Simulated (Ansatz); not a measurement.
The system is HfN.

```
Hf N
1.0
     3.13391    0.00000    0.00000
    -1.56695    2.71404    0.00000
     0.00000    0.00000    5.41677
Hf N
2 2
Direct
  0.33333 0.66667 0.25000
  0.66667 0.33333 0.75000
  0.00000 0.00000 0.50000
  0.00000 0.00000 0.00000
```

The cell comes from a database or a generator and needn't be the stable form of this composition.

Program: Ansatz 0.2.0. Alike in all runs: task band structure; potentials or basis Ansatz PAW; cell as given; k mesh 10 × 10 × 5; smearing fermi-dirac 0.05 eV.

Problem. Order these runs on this cell by their pressure, lowest first.
A. level PBEsol; spin SOC, no magnetisation; cutoff (eV) 420
B. level r2SCAN; spin off; cutoff (eV) 500
C. level LDA; spin off; cutoff (eV) 420

Solution. C (-9.0 GPa), A (-2.9 GPa), B (2.2 GPa).

Caveats: the PAW data sets come from PBE, with cores solved anew for the run's functional, which leaves a small shift of forces and pressure.
